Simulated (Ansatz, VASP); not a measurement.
**Ba in VASP and in Ansatz**

File INCAR:

```
SYSTEM = Ba
ALGO = Normal ; EDIFF = 1E-7
EDIFFG = -0.01 ; ENCUT = 600
GGA = PS ; IBRION = 2
ISIF = 3 ; ISMEAR = -1
LASPH = .TRUE. ; LCHARG = .FALSE.
LREAL = .FALSE. ; LWAVE = .FALSE.
NELM = 100 ; NSW = 60
PREC = Accurate ; SIGMA = 0.05
```

Contents of KPOINTS:

```
k-points
0
G
  7 7 7
  0 0 0
```

The input POSCAR:

```
Ba
1.0
    4.3116136979      0.0000000000      0.0000000000
   -2.1558068490      3.7339669937      0.0000000000
    0.0000000000      0.0000000000      3.9134133000
Ba
1
Direct
    0.0000000000      0.0000000000      0.0000000000
```

The input input.yaml:

```yaml
crystal:
  lattice:
    - [4.3116136979, 0.0, 0.0]
    - [-2.155806849, 3.7339669937, 0.0]
    - [0.0, 0.0, 3.9134133]
  atoms:
    - { symbol: Ba, position: [0.0, 0.0, 0.0] }
hamiltonian:
  xc: pbesol
  pseudopotentials: { kind: paw }
kpoints:
  mp_grid: { grid: [7, 7, 7] }
scf:
  occupations: { method: fermi_dirac, width: 0.05 }
output:
  forces: true
  stress: true
  eigenvalues: true
  write_density: true
  write_potential: true
  elf: true
  volumetric_format: npy
relax:
  f_tol: 0.01
  max_steps: 40
  cell: { stress_tol: 0.05 }
```

This isn't the form of Ba at room conditions, which is bcc.

Alike in both runs: task relaxation of cell and atoms; functional PBEsol; k mesh 7 × 7 × 7; occupations fermi-dirac, width 0.05 eV; no spin polarisation.

```csv
,VASP,Ansatz
version,VASP 6.6.1,Ansatz 0.2.0
potentials or method,"VASP PAW PBE potentials, release 64 (Ba_sv)",Ansatz PAW
plane-wave cutoff (eV),600,420
valence electrons in the cell,10,10
```

```csv
,VASP,Ansatz,Ansatz less VASP
"gap on the k mesh at the Fermi level, each at its own relaxed structure (eV)",none,none,-
relaxed volume (Å³/atom),56.35,55.59,-0.755
relaxed cell length with the largest relative difference (Å),3.835,3.809,-0.0261
energy change over the relaxation (meV/atom),-20,-25,-4.7
```

A gap of «none» marks a metal or a gap that the smearing closes.

Caveats: the PAW data sets were made with another functional, which shifts forces and pressure a little (VASP); the plane-wave basis is chosen anew once the cell has moved, so the energies of steps on either side of that aren't comparable (Ansatz); the PAW data sets come from PBE, with cores solved anew for the run's functional, which leaves a small shift of forces and pressure (Ansatz). Spin-orbit coupling is left out, which matters for the levels of Ba.
